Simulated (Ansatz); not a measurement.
A run of Ansatz 0.2.0 is set up as follows.

Contents of input.yaml:

```yaml
crystal:
  lattice:
    - [1.397149, -2.600516, 0.0]
    - [1.397149, 2.600516, 0.0]
    - [0.0, 0.0, 2.698231]
  atoms:
    - { symbol: Ge, position: [0.5, 0.5, 0.0] }
kpoints:
  mp_grid: { grid: [11, 11, 10] }
scf:
  occupations: { method: gaussian, width: 0.05 }
hamiltonian:
  xc: pbe
  pseudopotentials: { kind: all_electron, lapw: { basis_error: 0.001 } }
output:
  forces: true
  stress: true
  eigenvalues: true
```

Potentials or basis: all-electron LAPW, scalar-relativistic.

The run is started by

```console
$ ansatz run input.yaml --threads 1 --pin off --max-ram 3072MiB --backend cpu --events-out ev --progress --plain --runs-dir out
```

Predict the pressure.

-0.6 GPa.

Estimate the band gap on the k mesh.

none (metal or under the smearing width).

Stress tensor (GPa, compression positive):
```
 1.05  0.00  0.00
 0.00 -2.75  0.00
 0.00  0.00 -0.10
```
